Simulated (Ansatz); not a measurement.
# Zone-centre phonons of MgO at 8 GPa: input and output

These are results of DFT PBE, scalar-relativistic, plane waves, PAW (Ansatz), not measurements.

Launched with:
```bash
ansatz run input.yaml --threads 1 --pin off --max-ram 3072MiB --backend cpu --events-out ev --progress --plain --runs-dir out
```

Input (bare energies are in eV):
```yaml
crystal:
  lattice:
    - [0.0, 2.0927575063, 2.0927575063]
    - [2.0927575063, 0.0, 2.0927575063]
    - [2.0927575063, 2.0927575063, 0.0]
  atoms:
    - { symbol: Mg, position: [0.0, 0.0, 0.0] }
    - { symbol: O, position: [0.5, 0.5, 0.5] }
basis:
  ecutwfc: 420
kpoints:
  mp_grid: { grid: [10, 10, 10] }
hamiltonian:
  xc: pbe
scf:
  occupations: { method: fixed }
output:
  eigenvalues: true
phonons:
  method: dfpt
  dielectric: true
  rigid_motions: translations
  eigenvectors: true
```

The end of the output:
```
--- Phonons (Γ-DFPT): 2 representative perturbations + reference, on 102 of 1000 k-points (Σ response iterations 7) ---
  k mesh reduced under 8 symmetry operations, with k and −k counted as one. Each operation leaves every solved perturbation unchanged. A smaller set is not considered because the run solves the response ...
  ASR residual: 8.796e-5 → 0.000e0 eV/Å²; symmetrization residual: 1.963e-6 eV/Å²
  ASR residual per site (eV/Å²): 8.80e-5 4.17e-6
  Γ frequencies (cm⁻¹): 0.00 0.00 0.00 409.92 409.92 409.92
  ε∞ (high-frequency dielectric tensor):
        3.182228    -0.000000     0.000000
        0.000000     3.182228    -0.000000
        0.000000     0.000000     3.182228
  ε⁰ (static dielectric tensor: ions relaxed, cell fixed):
        9.657924     0.000000    -0.000000
        0.000000     9.657924    -0.000000
       -0.000000     0.000000     9.657924
  ε⁰ − ε∞ (ionic part):
        6.475696     0.000000    -0.000000
        0.000000     6.475696     0.000000
       -0.000000     0.000000     6.475696
  softest optical mode at Γ: 409.92 cm⁻¹; the repairs (sum rule, projections) moved no ω² at Γ by more than (1.09 cm⁻¹)²
  Born effective charges Z* (e; rows j = field, columns β = displacement):
    site 0:
         1.97761    0.00000   -0.00000
         0.00000    1.97761    0.00000
         0.00000   -0.00000    1.97761
    site 1:
        -1.97761   -0.00000    0.00000
        -0.00000   -1.97761   -0.00000
         0.00000    0.00000   -1.97761
  Z* charge neutrality: 2.338e-5 e pre-enforcement
  k-mesh period / interband length: 29.6 Å / 1.39 Å = 21.36 at k = (0.0000, 0.0000, 0.0000), direct gap 4.930 eV — 14 or more, which is no proof of convergence
  optical modes at Γ without the LO–TO term, one row a degenerate level:
      ω (cm⁻¹) modes IR ((D/Å)²/amu)
        409.92      3            28.0558
  optical modes at Γ + LO–TO along q̂ = [1.0000, 0.0000, 0.0000]:
      ω (cm⁻¹) modes IR ((D/Å)²/amu)
        409.92      2            18.7039
        714.12      1             9.3519
  optical modes at Γ + LO–TO along q̂ = [0.0000, 1.0000, 0.0000]:
      ω (cm⁻¹) modes IR ((D/Å)²/amu)
        409.92      2            18.7039
        714.12      1             9.3519
  optical modes at Γ + LO–TO along q̂ = [0.0000, 0.0000, 1.0000]:
      ω (cm⁻¹) modes IR ((D/Å)²/amu)
        409.92      2            18.7039
        714.12      1             9.3519
```

It took 5 s on 1 thread of Intel(R) Xeon(R) 6975P-C (Granite Rapids) (shared host), peak memory 0.39 GiB.